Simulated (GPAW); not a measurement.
A run of GPAW 26.7.0 is set up as follows.

File run.py:

```python
from ase import Atoms
from ase.filters import FrechetCellFilter
from ase.io import write
from ase.optimize import BFGS
from gpaw import GPAW, PW, setup_paths

setup_paths.insert(0, '.')

atoms = Atoms(['Cu'],
              cell=[[0.0, 1.8075, 1.8075],
                    [1.8075, 0.0, 1.8075],
                    [1.8075, 1.8075, 0.0]],
              scaled_positions=[[0.0, 0.0, 0.0]],
              pbc=True)

calc = GPAW(mode=PW(600),
            xc='PBEsol',
            kpts={'size': (13, 13, 13), 'gamma': True},
            occupations={'name': 'fermi-dirac', 'width': 0.05},
            nbands=14,
            convergence={'density': 1e-05, 'forces': 0.0001},
            maxiter=150,
            txt='gpaw.txt')
atoms.calc = calc
opt = BFGS(FrechetCellFilter(atoms), trajectory='relax.traj', logfile='-')
done = opt.run(fmax=0.02, steps=60)
calc.write('gs.gpw')
write('result.traj', atoms)
print('Converged:', done)
print('Cell:', atoms.cell.cellpar().round(4))
print('Volume:', round(atoms.get_volume(), 4))
print(atoms.get_scaled_positions().round(5))
```

Potentials or basis: PAW data sets generated in the run's folder for this functional, pw.

Command:

```console
$ gpaw-setup -f PBEsol Cu
$ OMP_NUM_THREADS=1 python run.py
```

**Question.** Predict the space group after relaxing (to 0.05 Å).

**Answer.** Fm-3m (No. 225).

**Question.** Predict the relaxed cell.

**Answer.** a = 2.529 Å, b = 2.529 Å, c = 2.529 Å, α = 60.00°, β = 60.00°, γ = 60.00°.

Final structure:
```xyz
1
Lattice="0.0000 1.7883 1.7883 1.7883 0.0000 1.7883 1.7883 1.7883 0.0000" Properties=species:S:1:pos:R:3 pbc="T T T"
Cu    0.0000    0.0000    0.0000
```

Caveat: later steps reuse the first step's grids.
